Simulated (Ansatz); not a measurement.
# Boron, fcc under PBEsol: structure, energy and stiffness

The plan for boron in the fcc structure: relax it, solve it on a dense k-mesh, then scale the cell to 7 volumes from 88 to 112 % of the relaxed one and try a fit of the equation of state. Spin polarisation is left out. The k-meshes are 18×18×18 for the relaxation; 31×31×31 for the dense run; 21×21×21 for the volumes.

Program: Ansatz 0.2.0. Level of theory: DFT PBEsol, plane waves (420 eV) with PAW, scalar-relativistic; PBE-made PAW files. These are calculated values, not measurements.

## Step 1: The structure to begin with

It takes space group Fm-3m (No. 225, cubic). The conventional cell has a = 2.971 Å, b = 2.971 Å, c = 2.971 Å, α = 90.00°, β = 90.00°, γ = 90.00°. B (site symmetry m-3m) has 12 B at 2.10 Å as nearest neighbours.

As a file:

```cif
data_structure
_symmetry_space_group_name_H-M 'Fm-3m'
_symmetry_Int_Tables_number 225
_cell_length_a 2.9707
_cell_length_b 2.9707
_cell_length_c 2.9707
_cell_angle_alpha 90.000
_cell_angle_beta 90.000
_cell_angle_gamma 90.000
_cell_volume 26.22
loop_
_atom_site_label
_atom_site_type_symbol
_atom_site_symmetry_multiplicity
_atom_site_Wyckoff_symbol
_atom_site_fract_x
_atom_site_fract_y
_atom_site_fract_z
_atom_site_occupancy
B1 B 4 a 0.00000 0.00000 0.00000 1
```

## Step 2: Geometry optimisation

input.yaml

```yaml
crystal:
  lattice:
    - [0.0, 1.4853449006, 1.4853449006]
    - [1.4853449006, 0.0, 1.4853449006]
    - [1.4853449006, 1.4853449006, 0.0]
  atoms:
    - { symbol: B, position: [0.0, 0.0, 0.0] }
hamiltonian:
  xc: pbesol
  pseudopotentials:
    kind: paw
    azcp:
      B: "pseudopotentials/B.paw.azcp"
basis:
  ecutwfc: 420
  fft_grid_basis: typed
kpoints:
  mp_grid: { grid: [18, 18, 18], shift: [0, 0, 0] }
magnetization:
  spin_polarized: false
scf:
  occupations: { method: fermi_dirac, width: 0.1 }
relax:
  max_steps: 60
  f_tol: 0.01
  cell: {}
```

The runs that follow: The energy on a finer k-mesh; Equation of state: 88 %; Equation of state: 92 %; Equation of state: 96 %; Equation of state: 100 %; Equation of state: 104 %; Equation of state: 108 %; Equation of state: 112 %.

Before running it: what results should come out? Wanted: space group; conventional cell; volume; shortest distance; gap on the mesh; relative to alpha-rhombohedral; V₀, B₀, B₀′.

As calculated:

```
                            quantity                         value
      space group (spins left aside)               Fm-3m (No. 225)
                   conventional cell                   a = 2.856 Å
                              volume                 5.823 Å³/atom
                   shortest distance                       2.019 Å
                     gap on the mesh  none (levels filled in part)
relative to alpha-rhombohedral (B12)                +1287 meV/atom
                         V₀, B₀, B₀′   5.824 Å³/atom, 280 GPa, 3.8
```

What this shows: The relaxation shrank the cell by 11.1 % in volume. It lies 1287 meV/atom above the element's reference form at the same level (alpha-rhombohedral (B12), from a run of its own), so it is far from stable. No gap shows: it is a metal or semimetal at this level. B₀ comes out at 280 GPa. Relaxation kept the symmetry; phonons were not checked.
